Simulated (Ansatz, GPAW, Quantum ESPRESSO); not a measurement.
## Ag: 3 runs at one level of theory

```xyz
4
Lattice="2.8862 0.0000 0.0000 -1.4431 2.4995 0.0000 0.0000 0.0000 10.0000" Properties=species:S:1:pos:R:3 pbc="T T T"
Ag    0.0000    0.0000    5.0000
Ag    0.0000    0.0000    0.0000
Ag    1.4431    0.8332    7.5000
Ag    0.0000    1.6663    2.5000
```

This isn't the form of Ag at room conditions, which is fcc.

Alike in all runs: task single point; functional PBEsol; k mesh 11 × 11 × 3; occupations fermi-dirac, width 0.05 eV; no spin polarisation; no spin-orbit coupling. Pressure is positive in compression and, in plane waves, holds the error of the finite cutoff.

| program and potentials | plane-wave cutoff (eV) | notes | pressure (GPa) |
| --- | --- | --- | --- |
| GPAW, PAW data sets generated for this functional | 600 | 17 valence electrons an atom on average | -7.11 |
| Quantum ESPRESSO, GBRV 1.5 PBEsol | 762 | 19 valence electrons an atom on average | -7.48 |
| Ansatz, all-electron LAPW, scalar-relativistic | - | - | -7.15 |

The pressure spans -7.48 (Quantum ESPRESSO, GBRV 1.5 PBEsol) to -7.11 GPa (GPAW, PAW data sets generated for this functional), with all-electron results at -7.15.

Differences between rows come from potentials, basis sets and numerical settings, since the functional is the same but for its coding. Runs on potential files found faulty are left out.
